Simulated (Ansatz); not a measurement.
# Thickness series of a NiSi2/Si/CoSi2 junction, part 3 of 6

Wanted: T(E), the conductance and its decay constant for NiSi2/Si/CoSi2. The lower electrode is NiSi2 fluorite(111), the upper one CoSi2 fluorite(111); the barrier is Si diamond(111) (whole bilayers). In the first transport cell, after relaxation, the nearest pair of electrode and barrier is Si–Si at 2.36 Å, along the normal, at the lower face and Si–Si at 2.38 Å, along the normal, at the upper one. All share a net of side 3.84 Å, which strains the lower electrode by +0.0 %, the upper one by +1.3 % and the barrier by -0.7 %, against typed lattice constants near PBE's. The first steps treat the bulk electrodes alone.

Ansatz 0.2.0; PBE DFT, plane waves, PAW files (the session's first sound run).

So far. Step 4 (Relaxation): The largest force component on a free atom ends at 0.021 eV/Å. The work functions of the outer faces are 5.37 and 5.11 eV.

## (5) The open system: T(E)

This step: PBE DFT, plane waves, PAW files; ballistic transmission by layer matching between semi-infinite leads (Ansatz 0.2.0).

System of this step: NiSi2/Si/CoSi2. The cell holds 57 atoms: 40 Si, 8 Ni and 9 Co. Cell: a = 3.840 Å, b = 3.840 Å, c = 76.462 Å, α = 90.0°, β = 90.0°, γ = 120.0°. Regions: left electrode, 25 atoms (17 Si and 8 Ni); barrier, 6 atoms (6 Si); right electrode, 26 atoms (17 Si and 9 Co). Vacuum lies along c.

The relaxed core is set between ideal electrode layers (this cell holds 6 atomic planes between the electrodes; where that differs from the relaxed slab, whole periods were copied in or cut out without a new relaxation), which the solver continues as semi-infinite leads. A wide energy window on a coarse mesh (12×12) shows where the Fermi level lies against the barrier's bands; the projected density of states shows how far the metals' states reach in.

input.yaml reads:

```yaml
crystal:
  lattice:
    - [3.84, 0.0, 0.0]
    - [-1.92, 3.3255375505, 0.0]
    - [0.0, 0.0, 76.4623379267]
  atoms:
    - { symbol: Si, position: [0.0, 0.0, 0.0915483386] }
    - { symbol: Si, position: [0.66666667, 0.33333333, 0.1119729988] }
    - { symbol: Ni, position: [0.0, 0.0, 0.1224423965] }
    - { symbol: Si, position: [0.33333333, 0.66666667, 0.1329117941] }
    - { symbol: Si, position: [0.0, 0.0, 0.1533364544] }
    - { symbol: Ni, position: [0.33333333, 0.66666667, 0.163805852] }
    - { symbol: Si, position: [0.66666667, 0.33333333, 0.1742752497] }
    - { symbol: Si, position: [0.33333333, 0.66666667, 0.1946999099] }
    - { symbol: Ni, position: [0.66666667, 0.33333333, 0.2051693076] }
    - { symbol: Si, position: [0.0, 0.0, 0.2156387052] }
    - { symbol: Si, position: [0.66666667, 0.33333333, 0.2360633655] }
    - { symbol: Ni, position: [0.0, 0.0, 0.2465327631] }
    - { symbol: Si, position: [0.33333333, 0.66666667, 0.2570021608] }
    - { symbol: Si, position: [0.0, 0.0, 0.2774268211] }
    - { symbol: Ni, position: [0.33333333, 0.66666667, 0.2878962187] }
    - { symbol: Si, position: [0.66666667, 0.33333333, 0.2983656163] }
    - { symbol: Si, position: [0.33333333, 0.66666667, 0.3187902766] }
    - { symbol: Ni, position: [0.66666667, 0.33333333, 0.3292596743] }
    - { symbol: Si, position: [0.0, 0.0, 0.3397290719] }
    - { symbol: Si, position: [0.66666667, 0.33333333, 0.3601537322] }
    - { symbol: Ni, position: [0.0, 0.0, 0.3706231298] }
    - { symbol: Si, position: [0.33333333, 0.66666667, 0.3810925275] }
    - { symbol: Si, position: [0.0, 0.0, 0.4015171877] }
    - { symbol: Ni, position: [0.33333333, 0.66666667, 0.4119865854] }
    - { symbol: Si, position: [0.66666667, 0.33333333, 0.4233598842] }
    - { symbol: Si, position: [0.66666667, 0.33333333, 0.4542141166] }
    - { symbol: Si, position: [0.0, 0.0, 0.4646357835] }
    - { symbol: Si, position: [0.0, 0.0, 0.4956970859] }
    - { symbol: Si, position: [0.33333333, 0.66666667, 0.5060716301] }
    - { symbol: Si, position: [0.33333333, 0.66666667, 0.5371379301] }
    - { symbol: Si, position: [0.66666667, 0.33333333, 0.5474572585] }
    - { symbol: Si, position: [0.66666667, 0.33333333, 0.5785888849] }
    - { symbol: Co, position: [0.0, 0.0, 0.5877165783] }
    - { symbol: Si, position: [0.33333333, 0.66666667, 0.5974767428] }
    - { symbol: Si, position: [0.0, 0.0, 0.6180482992] }
    - { symbol: Co, position: [0.33333333, 0.66666667, 0.6278084637] }
    - { symbol: Si, position: [0.66666667, 0.33333333, 0.6375686282] }
    - { symbol: Si, position: [0.33333333, 0.66666667, 0.6581401846] }
    - { symbol: Co, position: [0.66666667, 0.33333333, 0.6679003491] }
    - { symbol: Si, position: [0.0, 0.0, 0.6776605136] }
    - { symbol: Si, position: [0.66666667, 0.33333333, 0.69823207] }
    - { symbol: Co, position: [0.0, 0.0, 0.7079922345] }
    - { symbol: Si, position: [0.33333333, 0.66666667, 0.717752399] }
    - { symbol: Si, position: [0.0, 0.0, 0.7383239554] }
    - { symbol: Co, position: [0.33333333, 0.66666667, 0.7480841199] }
    - { symbol: Si, position: [0.66666667, 0.33333333, 0.7578442844] }
    - { symbol: Si, position: [0.33333333, 0.66666667, 0.7784158408] }
    - { symbol: Co, position: [0.66666667, 0.33333333, 0.7881760053] }
    - { symbol: Si, position: [0.0, 0.0, 0.7979361698] }
    - { symbol: Si, position: [0.66666667, 0.33333333, 0.8185077262] }
    - { symbol: Co, position: [0.0, 0.0, 0.8282678907] }
    - { symbol: Si, position: [0.33333333, 0.66666667, 0.8380280552] }
    - { symbol: Si, position: [0.0, 0.0, 0.8585996115] }
    - { symbol: Co, position: [0.33333333, 0.66666667, 0.868359776] }
    - { symbol: Si, position: [0.66666667, 0.33333333, 0.8781199406] }
    - { symbol: Si, position: [0.33333333, 0.66666667, 0.8986914969] }
    - { symbol: Co, position: [0.66666667, 0.33333333, 0.9084516614] }
kpoints:
  mp_grid: { grid: [8, 8, 1] }
scf:
  occupations: { method: fermi_dirac, width: 0.1 }
  max_iter: 150
hamiltonian:
  xc: pbe
output:
  transmission:
    kmesh: [12, 12]
    e_range: [-2.5, 2.5]
    de: 0.1
    leads: [[10, 13], [43, 46]]
  dos: { projected: true, e_range: [-6, 5], de: 0.05 }
  write_potential: true
  write_density: true
  volumetric_format: npy
  elf: true
```

The run is started by

```bash
> ansatz run input.yaml --threads 8 --pin off --max-ram 24576MiB --backend cpu --events-out ev --progress --plain --runs-dir out
```

Numbers of over 12 decimals in the logs are rounded to 6 here.

Log:

```text
[...]
Crystal: 57 atoms, lattice volume = 976.429 Å³
Basis set: ecut = 420 eV, 19047 PW (Γ)
Bands: 286, of which v1, the nominal top of the filled ones, is band 229 counted from 1 (228 counted from 0)
Symmetry: 6 space group operations
[...]
k-points: 10 of 64 (time reversal used)
[...]
SCF iter   1: F=—  HF=-118302.139312 eV  |F-HF|=—  |Δ(HF+E_count)|=         —  Δρ=1.04e-2  dr2=1.93e1  ethr=1.77e-3  ⟨swp⟩=9.1  Hψ=14845  notcnv=0  defer=119
[...]
SCF iter  14: F=-118301.957228 eV  HF=-118301.957228 eV  |F-HF|=5.98e-8  |Δ(HF+E_count)|=   1.81e-8  Δρ=2.79e-6  dr2=6.08e-8  ethr=2.19e-11  ⟨swp⟩=22.1  Hψ=13743  notcnv=0
SCF 1 converged in 14 iterations: F = -118301.957228 eV  dr2 = 6.08e-8
[...]
transmission: 139 of 1349 steps passed
transmission: 271 of 1349 steps passed
[...]
transmission: 1349 of 1349 steps passed
WARN: The output density's exchange-correlation potential varies sharply where the density is thin. Do not read a vacuum level from v_tot or v_xc, or from such a field of the output density. On a cell that repeats whose density bears no net charge and no dipole along the vacuum's axis use v_es (v_loc + v_h of the components); under efield.dipole_correction with no amplitude use v_es + v_field, which holds any externa [...]
SCF converged after 14 iterations
Free energy (F): -118301.957228 eV
[...]
Internal energy: -118301.312647 eV  (E = F + TS)
E sigma→0 (E₀):  -118301.634937 eV
Entropy (-TS):   -0.644580 eV (-11.308 meV/atom)
Fermi energy:    8.717037 eV
[...]
--- Band table (eV; the first three rows and the last of 10) ---
  k-point 0: bands = [... 225 lower, 9.9601, 9.9786, 10.1230, 10.1230, 10.1475, 10.2460, 10.3647, 10.3647, ... 53 higher]
  k-point 1: bands = [... 225 lower, 9.5530, 9.6144, 9.6332, 9.7228, 9.8065, 9.8364, 9.8855, 10.0508, ... 53 higher]
  k-point 2: bands = [... 225 lower, 8.7379, 8.8257, 8.8676, 8.9561, 9.0077, 9.1624, 9.1913, 9.3919, ... 53 higher]
  k-point 9: bands = [... 225 lower, 7.9015, 8.0344, 8.1299, 8.1584, 8.2254, 8.2413, 8.2674, 8.2808, ... 53 higher]
--- Transmission ---
  basis      : 109 plane waves across, 71 finite elements along
  points     : 19, standing for a mesh of 12 x 12
  energies   : 51 from -2.500000 to 2.500000 eV about the Fermi level, 0.100000 eV apart; the leads are filled to 0.000000 eV, and channels, transmission and decay are at 0.000000 eV
  crystal 0  : Si2Ni1, at the sites [10, 13], period 3.1627 Å, over 25.30 Å; its Hamiltonian steps by up to 9.0 meV
    offset         : up to 0.0000 Å between an atom of the period and one for which it stands
    channels       : 1.159722e0 a spin
    conductance    : none, the energies end too early or step too widely for 300 K: set another output.transmission.e_range or a lower de, or, where they end at an eighth of basis.ecutwfc, a higher one
    slowest decay  : 0.0805 /Å at (0.2500, 0.1667)
  crystal 1  : Si2Co1, at the sites [43, 46], period 3.0655 Å, over 25.55 Å; its Hamiltonian steps by up to 5.1 meV
[...]
channels       : 1.270833e0 a spin
[...]
slowest decay  : 0.1093 /Å at (0.4167, 0.0833)
  junction   : crystal 0 to crystal 1, 20.43 to 55.67 Å
    transmission   : 6.193253e-2 a spin
[...]
```

Run time: 4 min. Hardware: 8 threads of Arm Neoverse V2, shared host; peak memory 10 GiB.

This step gave:

```yaml
free_energy: -118301.9572 eV
fermi_energy: 8.717 eV
level_to_which_the_leads_are_filled: 0 eV from the Fermi level
transmission_at_the_fermi_level_a_spin_zone_mean: 0.06193
channels_of_the_lower_lead: 1.160
channels_of_the_upper_lead: 1.271
potential_step_in_the_lower_lead: 9 meV
potential_step_in_the_upper_lead: 5.1 meV
```

One spin. Table of transmission, zone mean by energy, zero at the Fermi level:

energy (eV), transmission, zone mean and a bar:
```
    -2.50       0.23 ######
    -2.30       0.36 ##########
    -2.20       0.33 #########
    -2.00       0.51 ##############
    -1.80       0.32 ########
    -1.60       0.20 #####
    -1.50       0.16 ####
    -1.30       0.08 ##
    -1.10       0.11 ##
    -0.90       0.07 #
    -0.80       0.06 #
    -0.60       0.05 #
    -0.40       0.05 
    -0.30       0.07 #
    -0.10       0.07 #
     0.00       0.06 #
     0.10       0.06 #
     0.30       0.06 #
     0.40       0.06 #
     0.60       0.05 #
     0.80       0.03 
     0.90       0.05 
     1.10       0.05 #
     1.30       0.07 #
     1.50       0.06 #
     1.60       0.10 ##
     1.80       0.07 #
     2.00       0.43 ############
     2.20       0.84 #######################
     2.30       1.00 ############################
     2.40       1.06 ##############################
     2.50       0.96 ###########################
```

One spin. Open channels, zone mean against energy, zero at the Fermi level:

```csv
energy (eV),lower lead,upper lead
-2.50,1.67,1.23
-2.30,1.80,1.35
-2.20,1.80,1.40
-2.00,1.88,1.55
-1.80,1.84,2.04
-1.60,1.72,1.94
-1.50,1.59,1.57
-1.30,1.31,1.49
-1.10,1.19,1.67
-0.90,1.02,1.63
-0.80,1.02,1.67
-0.60,0.854,1.94
-0.40,0.681,1.83
-0.30,0.701,1.62
-0.10,1.03,1.35
0.00,1.16,1.27
0.10,1.12,1.27
0.30,1.41,1.06
0.40,1.37,0.979
0.60,1.63,0.903
0.80,1.80,0.681
0.90,1.92,0.639
1.10,2.13,0.597
1.30,1.55,0.514
1.50,1.40,0.611
1.60,1.03,0.882
1.80,0.674,0.924
2.00,1.33,1.26
2.20,2.70,1.67
2.30,2.92,1.63
2.50,2.81,1.79
```

Transmission over k1 and k2. At 0.0000 eV from the Fermi level.

Ten even steps from '0' (0.000) to '9' (0.434):
```
000000000000
001202100000
002433420000
000340430000
002309903200
001449094410
000230990320
000003404300
000002433420
000000120210
000000000000
000000000000
```
Columns: k1 (b1) from -0.5 to 0.417; rows upwards: k2 (b2) from -0.5 to 0.417.

Open channels of the lower lead over k1 and k2. At 0.0000 eV from the Fermi level.

Values, 12 rows by 12 columns:
```
1.00 1.00 1.00 0.00 0.00 1.00 1.00 1.00 1.00 0.00 0.00 1.00
1.00 1.00 1.00 2.00 1.00 2.00 1.00 1.00 1.00 0.00 0.00 0.00
0.00 0.00 2.00 3.00 2.00 2.00 3.00 2.00 0.00 0.00 0.00 0.00
1.00 0.00 1.00 2.00 3.00 1.00 3.00 2.00 1.00 0.00 1.00 1.00
1.00 1.00 2.00 2.00 1.00 2.00 2.00 1.00 2.00 2.00 1.00 1.00
1.00 1.00 1.00 3.00 3.00 2.00 2.00 2.00 3.00 3.00 1.00 1.00
1.00 1.00 1.00 2.00 2.00 1.00 2.00 2.00 1.00 2.00 2.00 1.00
1.00 1.00 1.00 0.00 1.00 2.00 3.00 1.00 3.00 2.00 1.00 0.00
0.00 0.00 0.00 0.00 0.00 2.00 3.00 2.00 2.00 3.00 2.00 0.00
1.00 0.00 0.00 0.00 1.00 1.00 1.00 2.00 1.00 2.00 1.00 1.00
1.00 1.00 0.00 0.00 1.00 1.00 1.00 1.00 0.00 0.00 1.00 1.00
1.00 1.00 1.00 0.00 1.00 1.00 1.00 1.00 1.00 0.00 1.00 1.00
```
Columns: k1 (b1) from -0.5 to 0.417; rows upwards: k2 (b2) from -0.5 to 0.417.

Open channels of the upper lead over k1 and k2. At 0.0000 eV from the Fermi level.

Ten even steps from '_' (0.00) to '@' (3.00):
```
__------------__________
----****--****----______
----************----____
------**@@@@@@**------__
__--****@@@@@@@@****--__
__--****@@@@@@@@@@****--
____--****@@@@@@@@****--
--__------**@@@@@@**----
--____----************--
--______----****--****--
____________------------
____------______------__
```
Columns: k1 (b1) from -0.5 to 0.417; rows upwards: k2 (b2) from -0.5 to 0.417.

Projected DOS an atom over height of the atomic layer and energy from the Fermi level. Layers: Si Si Ni Si Si Ni Si Si Ni Si Si Ni Si Si Ni Si Si Ni Si Si Ni Si Si Ni Si Si Si Si Si Si Si Si Co Si Si Co Si Si Co Si Si Co Si Si Co Si Si Co Si Si Co Si Si Co Si Si Co; projections on atoms miss part of the total, and the computed bands can run out at the top of the range; a column is the mean of 4 neighbouring layers, the last of those left over.

Ten even steps from '0' (0.06 states/eV) to '9' (5.44 states/eV), each cell a mean:
```
000000000000000
000000000000000
000000000000000
000000100000000
000000000000000
000000000010001
000000000000000
000000000000000
000000000000001
000000000000001
000000001000004
000000001111109
100000003112117
100001003224222
101102111111011
112113111001011
225223001001010
112111001111110
111111000000000
112111000000000
011110000000000
000000000000000
```
Columns: height of the atomic layer (Å) from 8.77 to 69.5 (not evenly spaced); rows upwards: energy from the Fermi level (eV) from -6 to 5.

Valence density in the ca plane at fractional y = 0.000, with atoms of Si and Ni and Co within 0.2 Å of it. It is the smooth field of the valence electrons, not physical close to the nuclei.

Ten steps, logarithmic in the rise over the least value, from '0' (0 e/Å³) to '9' (41 e/Å³), each cell a mean:
```
00000000000000111011125884111001100000000110
00000000000000011111112432111111100000001111
00000000000000000110011111100111110000001111
00000000000000000000011111000001111101111110
00000000000000000000001111000001111111111110
00000000000000000000001111000001111111111110
00000000000000000000011111100011111000011111
00000000000000001111111221111111110000001111
00000000000000011111114663111111100000000111
00000000000000110001126995211000100000000100
```
Columns run along c (16.0 Å, from fractional 0.01 to 0.22 of the cell), rows up along a (3.8 Å). Atoms in or near the plane, at fractional coordinates: Si at (0.09, 0.00), Ni at (0.12, 0.00), Si at (0.15, 0.00), Si at (0.22, 0.00).

ELF in the ca plane at fractional y = 0.000, with atoms of Si and Ni and Co within 0.2 Å of it. It is the smooth field of the valence electrons, not physical close to the nuclei.

Ten even steps from '0' (0.00) to '9' (0.98), each cell a mean:
```
00000000014799998546523542266333541000014433
00000000002589998666522222356556642100124665
00000000000247888765543223445566544322344566
00000000000012344444555555433344445555554444
00000000000000011234445565432222356666664322
00000000000000122234455565433333356666664333
00000000000124676655554444444455445433454455
00000000001468998766532222355667643211235676
00000000013689998556522332266335642000024653
00000000014799998636523653266342431000013324
```
Columns run along c (16.0 Å, from fractional 0.01 to 0.22 of the cell), rows up along a (3.8 Å). Atoms in or near the plane, at fractional coordinates: Si at (0.09, 0.00), Ni at (0.12, 0.00), Si at (0.15, 0.00), Si at (0.22, 0.00).

Electrostatic potential energy in the ca plane at fractional y = 0.000, with atoms of Si and Ni and Co within 0.2 Å of it. With pseudopotentials it is smooth inside the atoms' cores, unlike the true potential.

Ten even steps from '0' (-49 eV) to '9' (12 eV), each cell a mean:
```
87300379999999999999950015872004899999985001
98744689999999999999985358986447899999997545
99988899999999999999998889998889999999999888
99999999999998999999999999999999999999999999
99999889999988889999989988999999888998888999
99999989999988889999999998999999889999889999
99999999999999999999999999999999999999999999
99877899999999999999997679998778999999998767
88511489999999999999962137874125899999986213
87200279999999999999840005861003799999984000
```
Columns run along c (16.0 Å, from fractional 0.48 to 0.69 of the cell; values clipped at the 3rd and 97th percentile), rows up along a (3.8 Å). Atoms in or near the plane, at fractional coordinates: Si at (0.50, 0.00), Co at (0.59, 0.00), Si at (0.62, 0.00), Si at (0.68, 0.00).

At the Fermi level the transmission is 0.062, as a zone mean for one spin on this coarse mesh. At the Fermi level the layers of this cell's barrier hold from 0.048 to 0.13 states an eV and atom. In the worse lead the potential repeats within 9 meV, which the program lets pass.

[end of part 3 of 6]

[Logs are printed without paths, hosts, clocks, repeated set-up lines and the standing remarks that a program may print on its own settings, such as how far it seeks lower states.]

[Hosts, paths, dates, database ids (printed as entryN), source tags and the programs' standing remarks are cut or masked in the printed files.]
